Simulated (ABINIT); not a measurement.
# Sb (R-3m) in ABINIT: convergence with smearing width

Aim: find how far smearing width must go before the results for Sb settle, at PBEsol. This setting moves, with any that are tied to it; all else stays.

All numbers are computed with ABINIT 10.8.3 (patched build); they aren't measurements. Logs are shortened: lines on timing, memory, paths and dates and some standing lists are left out, and cuts for length are marked. The log counts tension as positive stress, the text compression.

**1. Starting point**

Symmetry: R-3m, No. 166, trigonal system. Conventional cell: a = 4.308 Å, b = 4.308 Å, c = 11.274 Å, α = 90.00°, β = 90.00°, γ = 120.00°. Sb (site symmetry 3m) is surrounded by 3 Sb at 2.91 Å.

**2. With smearing width 0.272 eV**

Input file run.abi:

```
pp_dirpath "./"
pseudos "Sb.GGA_PBE-JTH_sp.xml"

acell 3*1.0 Angstrom
rprim
     2.1542000000     1.2437279499     3.7580000000
    -2.1542000000     1.2437279499     3.7580000000
     0.0000000000    -2.4874558998     3.7580000000
ntypat 1
znucl 51
natom 2
typat 1 1
xred
     0.7665100000     0.7665100000     0.7665100000
     0.2334900000     0.2334900000     0.2334900000

ecut 408.170794 eV
pawecutdg 30.0
pawxcdev 0

kptopt 1
ngkpt 8 8 8
nshiftk 1
shiftk 0.0 0.0 0.0

ixc -116133

nband 9
occopt 3
tsmear 0.00999582

nstep 100
tolvrs 1.0e-9

iomode 3
prtwf 0
prtden 0
prteig 0
prtebands 0
enunit 1
```

Potentials or basis: JTH PAW PBE v2.0 sp.

The run is started by

```
> abinit run.abi > log 2>&1
```

Wall time 16 s (1 thread of Arm Neoverse V2, shared host); peak memory 0.11 GiB.

The run converged. Its results:

```
Free energy                                           : -309.1615 eV
Pressure                                              : 0.3 GPa
Largest force                                         : 0.304 eV/Å
Band gap on the k mesh                                : none (metal or under the smearing width)
Valence electrons inside the program's atomic spheres : Sb 2.27 (radii [1.2207] Å)
```

**3. With smearing width 0.2 eV**

Changes to run.abi since step 2:

```diff
@@ -29,3 +29,3 @@
 occopt 3
-tsmear 0.00999582
+tsmear 0.00734986
```

Potentials or basis: JTH PAW PBE v2.0 sp.

The run is started by

```
> abinit run.abi > log 2>&1
```

Wall time 16 s (1 thread of Arm Neoverse V2, shared host); peak memory 0.11 GiB.

The run converged. Its results:

* Free energy: -309.1288 eV
* Pressure: 0.2 GPa
* Largest force: 0.241 eV/Å
* Band gap on the k mesh: none (metal or under the smearing width)
* Valence electrons inside the program's atomic spheres: Sb 2.27 (radii [1.2207] Å)

**4. With smearing width 0.136 eV**

Changes to run.abi since step 3:

```diff
@@ -29,3 +29,3 @@
 occopt 3
-tsmear 0.00734986
+tsmear 0.00499791
```

The run is started by

```
> abinit run.abi > log 2>&1
```

Run time: 16 s. Hardware: 1 thread of Arm Neoverse V2, shared host; peak memory 0.11 GiB.

The run converged. Its results:

```
Free energy                                           : -309.1129 eV
Pressure                                              : 0.2 GPa
Largest force                                         : 0.198 eV/Å
Band gap on the k mesh                                : none (metal or under the smearing width)
Valence electrons inside the program's atomic spheres : Sb 2.27 (radii [1.2207] Å)
```

**5. With smearing width 0.1 eV**

Changes to run.abi since step 4:

```diff
@@ -29,3 +29,3 @@
 occopt 3
-tsmear 0.00499791
+tsmear 0.00367493
```

The run is started by

```
> abinit run.abi > log 2>&1
```

It took 16 s on 1 thread of Arm Neoverse V2, shared host; peak memory 0.11 GiB.

Results (log left out):

```yaml
Free_energy: -309.1079 eV
Pressure: 0.2 GPa
Largest_force: 0.181 eV/Å
Band_gap_on_the_k_mesh: none (metal or under the smearing width)
Valence_electrons_inside_the_program's_atomic_spheres: Sb 2.27 (radii [1.2207] Å)
```

**6. With smearing width 0.05 eV**

Changes to run.abi since step 5:

```diff
@@ -29,3 +29,3 @@
 occopt 3
-tsmear 0.00367493
+tsmear 0.00183747
```

Potentials or basis: JTH PAW PBE v2.0 sp.

The run is started by

```
> abinit run.abi > log 2>&1
```

It took 16 s on 1 thread of Arm Neoverse V2, shared host; peak memory 0.11 GiB.

The run converged. Its results:

```
Free energy                                           : -309.1037 eV
Pressure                                              : 0.2 GPa
Largest force                                         : 0.160 eV/Å
Band gap on the k mesh                                : none (metal or under the smearing width)
Valence electrons inside the program's atomic spheres : Sb 2.27 (radii [1.2207] Å)
```

**7. With smearing width 0.025 eV**

Changes to run.abi since step 6:

```diff
@@ -29,3 +29,3 @@
 occopt 3
-tsmear 0.00183747
+tsmear 0.00091873
```

The run is started by

```
> abinit run.abi > log 2>&1
```

Run time: 16 s. Hardware: 1 thread of Arm Neoverse V2, shared host; peak memory 0.11 GiB.

The run converged. Its results:

```
Free energy                                           : -309.1025 eV
Pressure                                              : 0.2 GPa
Largest force                                         : 0.149 eV/Å
Band gap on the k mesh                                : none (metal or under the smearing width)
Valence electrons inside the program's atomic spheres : Sb 2.27 (radii [1.2207] Å)
```

**8. With smearing width 0.01 eV**

Changes to run.abi since step 7:

```diff
@@ -29,3 +29,3 @@
 occopt 3
-tsmear 0.00091873
+tsmear 0.00036749
```

Potentials or basis: JTH PAW PBE v2.0 sp.

The run is started by

```
> abinit run.abi > log 2>&1
```

run.abo:

```text
.Version 10.8.3 of ABINIT
 Symmetries : space group R-3 m (#166); Bravais hR (rhombohedral)
================================================================================
 Values of the parameters that define the memory need of the present run
     intxc =       0    ionmov =       0      iscf =      17    lmnmax =       8
     lnmax =       4     mgfft =      30  mpssoang =       2    mqgrid =    3001
     natom =       2  nloc_mem =       2    nspden =       1   nspinor =       1
    nsppol =       1      nsym =      12    n1xccc =       1    ntypat =       1
    occopt =       3   xclevel =       2
       mpw =        1147          nfft =       27000          nkpt =          65
 PAW method is used; the additional fine FFT grid is defined by:
   mgfftf=        45    nfftf =     91125
================================================================================
================================================================================

--------------------------------------------------------------------------------
------------- Echo of variables that govern the present computation ------------
--------------------------------------------------------------------------------
 -outvars: echo values of preprocessed input variables --------
            acell      1.8897261259E+00  1.8897261259E+00  1.8897261259E+00 Bohr
              amu      1.21753000E+02
             ecut      1.50000000E+01 Hartree
           enunit           1
                       outvar_i_n : Printing only first  50 k-points.
              ixc     -116133
                       outvar_i_n : Printing only first  50 k-points.
         kptrlatt        8    0    0      0    8    0      0    0    8
          kptrlen      6.51335683E+01
            natom           2
            nband           9
            ngfft          30      30      30
          ngfftdg          45      45      45
             nkpt          65
            nstep         100
             nsym          12
           ntypat           1
                       prtocc : prtvol=0, do not print more k-points.
           occopt           3
        pawecutdg      3.00000000E+01 Hartree
         pawxcdev           0
           prtden           0
        prtebands           0
           prteig           0
            prtwf           0
            rprim      2.1542000000E+00  1.2437279499E+00  3.7580000000E+00
                      -2.1542000000E+00  1.2437279499E+00  3.7580000000E+00
                       0.0000000000E+00 -2.4874558998E+00  3.7580000000E+00
          spgroup         166
           tolvrs      1.00000000E-09
           tsmear      3.67490000E-04 Hartree
            typat      1  1
           useylm           1
                       outvars : Printing only first  50 k-points.
           xangst      6.5944698456E-17 -2.8312531642E-17  8.6416337400E+00
                      -7.1942261302E-18 -4.0728238676E-17  2.6323662600E+00
            xcart      1.2461741954E-16 -5.3502930734E-17  1.6330321049E+01
                      -1.3595117074E-17 -7.6965216688E-17  4.9744512945E+00
             xred      7.6651000000E-01  7.6651000000E-01  7.6651000000E-01
                       2.3349000000E-01  2.3349000000E-01  2.3349000000E-01
            znucl       51.00000

================================================================================

[... 106 lines left out ...]
 reduced coordinates (array xred) for    2 atoms
       0.766510000000      0.766510000000      0.766510000000
       0.233490000000      0.233490000000      0.233490000000
 rms dE/dt=  1.9437E-02; max dE/dt=  1.9437E-02; dE/dt below (all hartree)
    1       0.019437159703      0.019437159703      0.019437159703
    2      -0.019437159703     -0.019437159703     -0.019437159703

 cartesian coordinates (angstrom) at end:
    1      0.00000000000000    -0.00000000000000     8.64163374000000
    2     -0.00000000000000    -0.00000000000000     2.63236626000000

 cartesian forces (hartree/bohr) at end:
    1      0.00000000000000     0.00000000000000    -0.00273701488885
    2     -0.00000000000000    -0.00000000000000     0.00273701488885
 frms,max,avg= 1.5802163E-03 2.7370149E-03   0.000E+00  0.000E+00  0.000E+00 h/b

 cartesian forces (eV/Angstrom) at end:
    1      0.00000000000000     0.00000000000000    -0.14074296439364
    2     -0.00000000000000    -0.00000000000000     0.14074296439364
 frms,max,avg= 8.1257988E-02 1.4074296E-01   0.000E+00  0.000E+00  0.000E+00 e/A
 length scales=  1.889726125908  1.889726125908  1.889726125908 bohr
              =  1.000000000000  1.000000000000  1.000000000000 angstroms
 Fermi (or HOMO) energy (eV) = -18.07504   Average Vxc (eV)=  -9.72452
 Eigenvalues (   eV  ) for nkpt=  65  k points:
 kpt#   1, nband=  9, wtk=  0.00195, kpt=  0.0000  0.0000  0.0000 (reduced coord)
 -30.91786  -23.01309  -20.19019  -19.92105  -19.92105  -16.02069  -15.36065  -15.36065
 -12.83443
 prteigrs : prtvol=0 or 1, do not print more k-points.

--- !EnergyTerms
iteration_state     : {dtset: 1, }
comment             : Components of total free energy in Hartree
kinetic             :  3.31790539831286E+00
hartree             :  4.33408007026568E-01
xc                  : -8.03200617317585E+00
Ewald energy        : -1.19838316688688E+01
psp_core            :  9.13958983853088E+00
local_psp           :  4.72748593869077E-01
PAW spherical_terms : -4.70711447794565E+00
internal            : -1.13593004822510E+01
'-kT*entropy'       : -7.78322946339490E-06
total_energy        : -1.13593082654804E+01
total_energy_eV     : -3.09102524699152E+02
...

--- !EnergyTermsDC
iteration_state     : {dtset: 1, }
comment             : '"Double-counting" decomposition of free energy'
band_energy         : -8.70545630390943E+00
Ewald energy        : -1.19838316688688E+01
psp_core            :  9.13958983853088E+00
xc_dc               : -3.82175491262646E+00
PAW spherical_terms :  4.01217193590414E+00
internal            : -1.13592811109697E+01
'-kT*entropy'       : -7.78322946339490E-06
total_energy_dc     : -1.13592888941992E+01
total_energy_dc_eV  : -3.09101997579736E+02
...

--- !EnergyTermsWithPAWCore
iteration_state     : {dtset: 1, }
comment             : 'Components of total free energy, including PAW core contributions'
Total energy        : -1.29576112076930E+04
Total energy DC     : -1.29576111883217E+04
Total energy (eV)   : -3.52594563397786E+05
Total energy DC (eV): -3.52594562870666E+05
...

 Cartesian components of stress tensor (hartree/bohr^3)
  sigma(1 1)= -1.66469641E-05  sigma(3 2)=  0.00000000E+00
  sigma(2 2)= -1.66469645E-05  sigma(3 1)=  0.00000000E+00
  sigma(3 3)=  7.77065103E-06  sigma(2 1)=  0.00000000E+00

-Cartesian components of stress tensor (GPa)         [Pressure=  2.5031E-01 GPa]
- sigma(1 1)= -4.89770594E-01  sigma(3 2)=  0.00000000E+00
- sigma(2 2)= -4.89770606E-01  sigma(3 1)=  0.00000000E+00
- sigma(3 3)=  2.28620446E-01  sigma(2 1)=  0.00000000E+00

== END DATASET(S) ==============================================================
================================================================================

 -outvars: echo values of variables after computation  --------
            acell      1.8897261259E+00  1.8897261259E+00  1.8897261259E+00 Bohr
           etotal     -1.1359288894E+01
            fcart      8.2641444554E-20  4.0213065739E-20 -2.7370148889E-03
                      -8.2641444554E-20 -4.0213065739E-20  2.7370148889E-03
            rprim      2.1542000000E+00  1.2437279499E+00  3.7580000000E+00
                      -2.1542000000E+00  1.2437279499E+00  3.7580000000E+00
                       0.0000000000E+00 -2.4874558998E+00  3.7580000000E+00
           strten     -1.6646964119E-05 -1.6646964540E-05  7.7706510258E-06
                       0.0000000000E+00  0.0000000000E+00  0.0000000000E+00
           xangst      6.5944698456E-17 -2.8312531642E-17  8.6416337400E+00
                      -7.1942261302E-18 -4.0728238676E-17  2.6323662600E+00
             xred      7.6651000000E-01  7.6651000000E-01  7.6651000000E-01
                       2.3349000000E-01  2.3349000000E-01  2.3349000000E-01
 Calculation completed.
```

Wall time 16 s (1 thread of Arm Neoverse V2, shared host); peak memory 0.11 GiB.

What came out:

```
Free energy                                           : -309.1020 eV
Pressure                                              : 0.3 GPa
Largest force                                         : 0.141 eV/Å
Band gap on the k mesh                                : none (metal or under the smearing width)
Valence electrons inside the program's atomic spheres : Sb 2.27 (radii [1.2207] Å)
```

**9. Summary**

```csv
smearing width,"energy less the tightest run, at zero smearing (meV/atom)",pressure (GPa),largest force (eV/Å),SCF cycles,CPU time (s),peak memory (GiB)
0.272 eV,9.64,0.32,0.304,8,16,0.11
0.2 eV,3.42,0.24,0.241,8,16,0.11
0.136 eV,0.33,0.22,0.198,8,16,0.11
0.1 eV,-0.22,0.22,0.181,8,16,0.11
0.05 eV,-0.15,0.23,0.160,8,16,0.11
0.025 eV,-0.04,0.24,0.149,8,16,0.11
0.01 eV,0.00,0.25,0.141,8,16,0.11
```

Against the tightest run, the energy stays within 1 meV/atom from 0.136 eV on; the pressure stays within 0.1 GPa from 0.272 eV on. Not settled before the last step: the largest force (to 0.005 eV/Å). Narrower smearing needs a denser k mesh, so at a fixed mesh the narrowest width isn't the most accurate. The tightest run that finished is the yardstick and may itself not be fully converged.

Caveats: the PAW data sets were made with another functional, which shifts forces and pressure a little; this set keeps more shells in the core, which shifts pressures and gaps.
